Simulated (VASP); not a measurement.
# Al (Fm-3m) in VASP: a series of runs, part 2 of 2

VASP 6.6.1. Earlier steps stand in the parts before.

**5. Single point, LDA (grid = ENCUT=300 dk=0.35 cell=2x2x2 ISMEAR=1 SIGMA=0.1 LREAL=Auto EDIFF=1e-06)**

Contents of INCAR:

```
PREC = Accurate ; ENCUT = 300
EDIFF = 1E-6 ; ISMEAR = 1
SIGMA = 0.1 ; LREAL = Auto
LASPH = True ; NELM = 120
ALGO = Fast ; ISIF = 2
LWAVE = False ; LCHARG = False
NBANDS = 20
```

Contents of KPOINTS:

```
regular mesh
0
Gamma
  4 4 4
```

Contents of POSCAR:

```
Al
1.0
    0.0000000000      4.0496100000      4.0496100000
    4.0496100000      0.0000000000      4.0496100000
    4.0496100000      4.0496100000      0.0000000000
Al
8
Direct
    0.0000000000      0.0000000000      0.0000000000
    0.0000000000      0.0000000000      0.5000000000
    0.0000000000      0.5000000000      0.0000000000
    0.0000000000      0.5000000000      0.5000000000
    0.5000000000      0.0000000000      0.0000000000
    0.5000000000      0.0000000000      0.5000000000
    0.5000000000      0.5000000000      0.0000000000
    0.5000000000      0.5000000000      0.5000000000
```

Potentials or basis: VASP PAW LDA potentials, release 64 (Al).

On the command line:

```sh
cat potpaw_LDA.64/Al/POTCAR > POTCAR
mpirun -np 1 vasp_std > vasp.out
```

OUTCAR:

```text
PREC = Accurate
   ENCUT = 300
   EDIFF = 1E-6
   ISMEAR = 1
   LREAL = Auto
   LASPH = True
   NELM = 120
   ISIF = 2

 Found      8 irreducible k-points:

 Following reciprocal coordinates:
            Coordinates               Weight
  0.000000  0.000000  0.000000      1.000000
  0.250000  0.000000  0.000000      8.000000
  0.500000  0.000000  0.000000      4.000000
  0.250000  0.250000  0.000000      6.000000
  0.500000  0.250000  0.000000     24.000000
 -0.250000  0.250000  0.000000     12.000000
   k-points           NKPTS =      8   k-points in BZ     NKDIM =      8   number of bands    NBANDS=     20
   number of dos      NEDOS =    301   number of ions     NIONS =      8
   total plane-waves  NPLWV =  32768
   dimension x,y,z NGX =    32 NGY =   32 NGZ =   32
   dimension x,y,z NGXF=    64 NGYF=   64 NGZF=   64
   ions per type =               8
   NGX,Y,Z   is equivalent  to a cutoff of   9.29,  9.29,  9.29 a.u.
   NGXF,Y,Z  is equivalent  to a cutoff of  18.58, 18.58, 18.58 a.u.
 SYSTEM =  unknown system
   PREC   = accura    normal or accurate (medium, high low for compatibility)
   ISTART =      0    job   : 0-new  1-cont  2-samecut
   ICHARG =      2    charge: 1-file 2-atom 10-const
   ISPIN  =      1    spin polarized calculation?
   LNONCOLLINEAR =      F non collinear calculations
   LSORBIT =      F    spin-orbit coupling
   LASPH  =      T    aspherical Exc in radial PAW
   ENCUT  =  300.0 eV  22.05 Ry    4.70 a.u.   8.09  8.09  8.09*2*pi/ulx,y,z
   NELM   =    120;   NELMIN=  2; NELMDL= -5     # of ELM steps
   EDIFF  = 0.1E-05   stopping-criterion for ELM
   LREAL  =      T    real-space projection
   EDIFFG = 0.1E-04   stopping-criterion for IOM
   NSW    =      0    number of steps for IOM
   IBRION =     -1    ionic relax: 0-MD 1-quasi-New 2-CG
   NFREE  =      0    steps in history (QN), initial steepest desc. (CG)
   ISIF   =      2    stress and relaxation
   ISYM   =      2    0-nonsym 1-usesym 2-fastsym
   POTIM  = 0.5000    time-step for ionic-motion
   TEBEG  =    0.0;   TEEND  =   0.0 temperature during run
   PSTRESS=    0.0 pullay stress
   NELECT =      24.0000    total number of electrons
   NUPDOWN=      -1.0000    fix difference up-down
   EMIN   =  10.00;   EMAX   =-10.00  energy-range for DOS
   EFERMI =   0.00;   METHOD = LEGACY
   ISMEAR =     1;   SIGMA  =   0.10  broadening in eV -4-tet -1-fermi 0-gaus
   EFERMI_NEDOS =   21; number of points for ismear=-14 and -15
   IALGO  =     68    algorithm
   IMIX   =      4    mixing-type and parameters
     AMIX     =   0.40;   BMIX     =  1.00
     AMIX_MAG =   1.60;   BMIX_MAG =  1.00
  volume/ion in A,a.u.               =      16.60       112.04
  Fermi-wavevector in a.u.,A,eV,Ry     =   0.925526  1.748991 11.654733  0.856599
  Thomas-Fermi vector in A             =   2.051390
   LORBIT       =      0    0 simple, 1 ext, 2 COOP (PROOUT), +10 PAW based schemes
   GGA     = CA    functional components
   LHFCALC =     F    Hartree Fock is set to
   AEXX    =    0.0000 exact exchange contribution
   IVDW    =     0    specifies the selected vdW correction
   LEPSILON=     F    determine dielectric tensor
   LRPA    =     F    only Hartree local field effects (RPA)
 non-spin polarized calculation
 RMM-DIIS sequential band-by-band and
 Methfessel and Paxton  Order N= 1 SIGMA  =   0.10
  energy-cutoff  :      300.00
  volume of cell :      132.82
 maximum number of plane-waves:      1588
   NGX = 17   NGY = 17   NGZ = 17

 number of electron      23.9999997 magnetization

 Free energy of the ion-electron system (eV)
  ---------------------------------------------------
  ext. energy  EPLUGINS =         0.00000000
  ---------------------------------------------------
  free energy    TOTEN  =       -33.38708979 eV

  energy without entropy =      -33.37861364  energy(sigma->0) =      -33.38426440

 E-fermi :   7.8207     XC(G=0): -10.3199

 val. band max:        7.4285882988   @ k =  -0.2500   0.5000   0.2500
 cond. band min:       7.8670962044   @ k =   0.5000   0.2500   0.0000
 fundamental gap:      0.4385079056
 Fermi energy:         7.8207046022

 k-point     1 :       0.0000    0.0000    0.0000
  band No.  band energies     occupation
      1      -3.3287      2.00000
      2       3.2057      2.00000
      3       3.2057      2.00000
      4       3.2057      2.00000
      5       3.2057      2.00000
      6       3.3446      2.00000
[... 127 lines left out ...]
     19      11.5091      0.00000
     20      11.5091      0.00000

 [... further k-points ...]

------------------------ aborting loop because EDIFF is reached ----------------------------------------

  FORCE on cell =-STRESS in cart. coord.  units (eV):
  Direction    XX          YY          ZZ          XY          YZ          ZX
  --------------------------------------------------------------------------------------
  -------------------------------------------------------------------------------------
  Total       -3.0916125     -3.0916125     -3.0916125      0.0000000     -0.0000000      0.0000000
  in kB      -37.2928896    -37.2928896    -37.2928896      0.0000000     -0.0000000      0.0000000
  external PRESSURE =     -37.2928896 kB  Pullay stress =       0.0000000 kB

 VOLUME and BASIS-vectors are now :
 -----------------------------------------------------------------------------
  energy-cutoff  :      300.00
  volume of cell :      132.82
      direct lattice vectors                 reciprocal lattice vectors
     0.000000000  4.049610000  4.049610000    -0.123468680  0.123468680  0.123468680
     4.049610000  0.000000000  4.049610000     0.123468680 -0.123468680  0.123468680
     4.049610000  4.049610000  0.000000000     0.123468680  0.123468680 -0.123468680

 POSITION                                       TOTAL-FORCE (eV/Angst)
 -----------------------------------------------------------------------------------
      0.00000      0.00000      0.00000         0.000000     -0.000000     -0.000000
      2.02481      2.02481      0.00000         0.000000      0.000000      0.000000
      2.02481      0.00000      2.02481         0.000000     -0.000000     -0.000000
      4.04961      2.02481      2.02481        -0.000000     -0.000000      0.000000
      0.00000      2.02481      2.02481         0.000000      0.000000     -0.000000
      2.02481      4.04961      2.02481        -0.000000     -0.000000      0.000000
      2.02481      2.02481      4.04961        -0.000000     -0.000000      0.000000
      4.04961      4.04961      4.04961        -0.000000      0.000000     -0.000000
 -----------------------------------------------------------------------------------
    total drift:                               -0.000000     -0.000000     -0.000000

  FREE ENERGIE OF THE ION-ELECTRON SYSTEM (eV)
  ---------------------------------------------------
  free  energy   TOTEN  =       -33.3870897866 eV

  energy  without entropy=      -33.3786136355  energy(sigma->0) =      -33.38426440
```

OSZICAR:

```text
N       E                     dE             d eps       ncg     rms          rms(c)
DAV:   1     0.946487399330E+01    0.94649E+01   -0.61031E+03   320   0.601E+02
DAV:   2    -0.322474985996E+02   -0.41712E+02   -0.39953E+02   420   0.973E+01
DAV:   3    -0.336055145512E+02   -0.13580E+01   -0.13446E+01   384   0.153E+01
DAV:   4    -0.336141534019E+02   -0.86389E-02   -0.86318E-02   372   0.152E+00
DAV:   5    -0.336142112391E+02   -0.57837E-04   -0.57831E-04   408   0.113E-01    0.396E+00
RMM:   6    -0.334766797991E+02    0.13753E+00   -0.17620E-02   322   0.624E-01    0.228E+00
RMM:   7    -0.333873311583E+02    0.89349E-01   -0.44311E-02   327   0.975E-01    0.337E-01
RMM:   8    -0.333870646336E+02    0.26652E-03   -0.21522E-03   334   0.274E-01    0.844E-02
RMM:   9    -0.333870880136E+02   -0.23380E-04   -0.24463E-04   353   0.112E-01    0.224E-02
RMM:  10    -0.333870903863E+02   -0.23727E-05   -0.38769E-05   355   0.357E-02    0.136E-02
RMM:  11    -0.333870897866E+02    0.59968E-06   -0.51917E-06   339   0.150E-02
   1 F= -.33387090E+02 E0= -.33384264E+02  d E =-.847615E-02
```

Wall time 11 s (1 thread of Intel Xeon Platinum 8175M at 2.50GHz (Skylake/Cascade Lake), shared host); peak memory 0.14 GiB.

The run converged, but some of its settings lie outside the range that counts as converged, so its numbers aren't taken as properties of the crystal.

What came out:

| Quantity | Value |
| --- | --- |
| Free energy | -33.3871 eV |
| Pressure | -3.7 GPa |
| Band gap on the k mesh | none (metal or under the smearing width) |

**6. Single point, LDA (grid = ENCUT=350 dk=0.35 cell=2x2x2 ISMEAR=1 SIGMA=0.1 LREAL=Auto EDIFF=1e-06)**

Edit INCAR of step 5 so:

```diff
@@ -1,2 +1,2 @@
-PREC = Accurate ; ENCUT = 300
+PREC = Accurate ; ENCUT = 350
 EDIFF = 1E-6 ; ISMEAR = 1
```

KPOINTS is that of step 5.

POSCAR is that of step 5.

Potentials or basis: VASP PAW LDA potentials, release 64 (Al).

On the command line:

```sh
cat potpaw_LDA.64/Al/POTCAR > POTCAR
mpirun -np 1 vasp_std > vasp.out
```

It took 19 s on 1 thread of Intel Xeon Platinum 8175M at 2.50GHz (Skylake/Cascade Lake), shared host; peak memory 0.15 GiB.

The run converged, but some of its settings lie outside the range that counts as converged, so its numbers aren't taken as properties of the crystal.

Results:

```yaml
Free_energy: -33.4071 eV
Pressure: -3.7 GPa
Band_gap_on_the_k_mesh: none (metal or under the smearing width)
```

**7. The reference run**

An earlier run on the cell as given: functional PBE; potentials or basis VASP PAW PBE potentials, release 64 (Al); cutoff 520 eV; k mesh 11 × 11 × 11; occupations fermi-dirac, width 0.05 eV; no spin polarisation.

* Pressure: -0.5 GPa
* Band gap on the k mesh: none (metal or under the smearing width)
